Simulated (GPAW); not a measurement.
Runs of GPAW 26.7.0 on Ir. It takes space group Fm-3m (No. 225, cubic). The conventional cell has a = 3.831 Å, b = 3.831 Å, c = 3.831 Å, α = 90.00°, β = 90.00°, γ = 90.00°. Ir (site symmetry m-3m) is surrounded by 12 Ir at 2.71 Å. 

| task | level | potentials or basis | spin | k mesh | cutoff (eV) | hybrids on these orbitals | band path | band points | spin axis theta (degrees) | spin axis phi (degrees) | mesh quality | pressure (GPa) | V0 of scaled cells (Å³/atom) | B0 (GPa) |
| --- | --- | --- | --- | --- | --- | --- | --- | --- | --- | --- | --- | --- | --- | --- |
| equation of state | C09-vdW | GPAW PAW data sets (gpaw-data 1.2.1), pw | off | 12 × 12 × 12 | 600 | - | - | - | - | - | not flagged | - | (b) | 362 |
| one-shot levels on a semilocal density | PBE | GPAW PAW data sets (gpaw-data 1.2.1), pw | off | 7 × 7 × 7 | 500 | ["HSE06", "EXX", "B3LYP"] | - | - | - | - | coarse | 8.6 | - | - |
| band structure | r2SCAN | GPAW PAW data sets (gpaw-data 1.2.1), pw | SOC, no magnetisation | 12 × 12 × 12 | 600 | - | GXWKGLUWLK,UX | 80 | 0 | 0 | not flagged | (c) | - | - |
| equation of state | PBE+D3(BJ) | GPAW PAW data sets (gpaw-data 1.2.1), pw | off | 12 × 12 × 12 | 600 | - | - | - | - | - | not flagged | - | 14.11 | 376 |
| equation of state | LDA | the program's PAW data sets (release 1.2.1) made for this functional, pw | off | 12 × 12 × 12 | 600 | - | - | - | - | - | not flagged | - | 13.75 | 406 |
| equation of state | PBEsol+D3(BJ) | PAW data sets generated in the run's folder for this functional, pw | off | 12 × 12 × 12 | 600 | - | - | - | - | - | not flagged | - | 13.70 | 413 |
| band structure | LDA | JTH PAW 2.0, LDA, pw | off | 12 × 12 × 12 | 600 | - | GXWKGLUWLK,UX | 60 | - | - | not flagged | -8.0 | - | - |
| band structure | LDA | PAW data sets generated in the run's folder for this functional, pw | off | 12 × 12 × 12 | 600 | - | GXWKGLUWLK,UX | 80 | - | - | not flagged | -8.8 | - | - |
| equation of state | LDA | PAW data sets generated in the run's folder for this functional, pw | off | 12 × 12 × 12 | 600 | - | - | - | - | - | not flagged | - | 13.75 | 406 |
| equation of state | RPBE | the program's PAW data sets (release 1.2.1) made for this functional, pw | off | 12 × 12 × 12 | 600 | - | - | - | - | - | not flagged | - | (a) | 334 |

Alike in all rows: cell as given; smearing fermi-dirac 0.05 eV.

**Question.** Fill in the values left out.

**Answer.** (a) 14.64; (b) 14.35; (c) 4.4.

Caveats: some runs use coarse meshes; the PAW data sets were made with another functional, which shifts forces and pressure a little (some runs); spin-orbit coupling is left out, which moves the levels of the heavy elements (some runs); the cutoff is short for stress and forces, so pressures can be off by a GPa or more (some runs); one-shot exact exchange on a metal's smeared states is rough (some runs); spin-orbit coupling was added after a scalar SCF, so levels and gaps hold it while energy, forces, pressure and moments don't (some runs); this program's spin-orbit splittings come out too wide for heavy elements (some runs); the program truncates these outside data sets (some runs).
